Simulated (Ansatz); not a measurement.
# AlAs: the cost of one run

Program: Ansatz 0.2.0. Level of theory: DFT PBE, scalar-relativistic, plane waves, PAW. These are calculated values, not measurements.

1 further run of the same task is left out (set aside as unsound or not needed).

## (1) The starting structure

It takes space group F-43m (No. 216, cubic). Conventional cell: a = 5.728 Å, b = 5.728 Å, c = 5.728 Å, α = 90.00°, β = 90.00°, γ = 90.00°. Al (site symmetry -43m) has 4 As at 2.48 Å as nearest neighbours. As (site symmetry -43m) is surrounded by 4 Al at 2.48 Å.

As a file:

```cif
data_structure
_symmetry_space_group_name_H-M 'F-43m'
_symmetry_Int_Tables_number 216
_cell_length_a 5.7276
_cell_length_b 5.7276
_cell_length_c 5.7276
_cell_angle_alpha 90.000
_cell_angle_beta 90.000
_cell_angle_gamma 90.000
_cell_volume 187.90
loop_
_atom_site_label
_atom_site_type_symbol
_atom_site_symmetry_multiplicity
_atom_site_Wyckoff_symbol
_atom_site_fract_x
_atom_site_fract_y
_atom_site_fract_z
_atom_site_occupancy
Al1 Al 4 a 0.00000 0.00000 0.00000 1
As1 As 4 c 0.25000 0.25000 0.25000 1
```

It is the result of an earlier relaxation at this level (volume 23.49 Å³/atom; gap on the mesh: 1.50 eV).

Bulk energy on matching settings, from an earlier run: -2697.3072 eV/atom.

## (2) Cutting the (110) slab

Planes are indexed in the bulk's conventional cell (F-43m (No. 216)), a = 5.728 Å, b = 5.728 Å, c = 5.728 Å, α = 90.00°, β = 90.00°, γ = 90.00°.

Cut from the relaxed bulk: a (110) slab, 10.1 Å thick as cut, with 15 Å of vacuum; its outer planes are AlAs (top) and AlAs (bottom).

The slab as cut. Its planes from the bottom up:

```tsv
plane	atoms per cell	height over the lowest (Å)
1	AlAs	0.00
2	AlAs	2.03
3	AlAs	4.05
4	AlAs	6.08
5	AlAs	8.10
6	AlAs	10.13
```

## (3) Single point on the unrelaxed (110) slab

The cell repeats along c, and a dipole correction in the vacuum removes the field between the copies.

The input, input.yaml:

```yaml
crystal:
  lattice:
    - [4.0500342343, 0.0, 0.0]
    - [0.0, 5.7276133423, 0.0]
    - [0.0, 0.0, 25.1250855858]
  atoms:
    - { symbol: Al, position: [0.5, 0.5, 0.2985064459] }
    - { symbol: As, position: [0.0, 0.25, 0.2985064459] }
    - { symbol: Al, position: [0.0, 0.0, 0.3791038675] }
    - { symbol: As, position: [0.5, 0.75, 0.3791038675] }
    - { symbol: Al, position: [0.5, 0.5, 0.4597012892] }
    - { symbol: As, position: [0.0, 0.25, 0.4597012892] }
    - { symbol: Al, position: [0.0, 0.0, 0.5402987108] }
    - { symbol: As, position: [0.5, 0.75, 0.5402987108] }
    - { symbol: Al, position: [0.5, 0.5, 0.6208961325] }
    - { symbol: As, position: [0.0, 0.25, 0.6208961325] }
    - { symbol: Al, position: [0.0, 0.0, 0.7014935541] }
    - { symbol: As, position: [0.5, 0.75, 0.7014935541] }
basis:
  ecutwfc: 420
kpoints:
  mp_grid: { grid: [7, 5, 1] }
hamiltonian:
  xc: pbe
scf:
  occupations: { method: gaussian, width: 0.05 }
output:
  forces: true
  stress: true
  eigenvalues: true
efield:
  axis: 3
  dipole_correction: true
  ramp_width: 0.04
```

On the command line:

```sh
ansatz run input.yaml --threads 1 --pin off --max-ram 2560MiB --backend cpu --events-out ev --progress --plain --runs-dir out
```

**Question.** How long does this run take on 1 thread of Intel Xeon at 2.50GHz (Skylake/Cascade Lake), shared host, and how much memory does it need?

About 99 s, with a peak of 0.81 GiB.
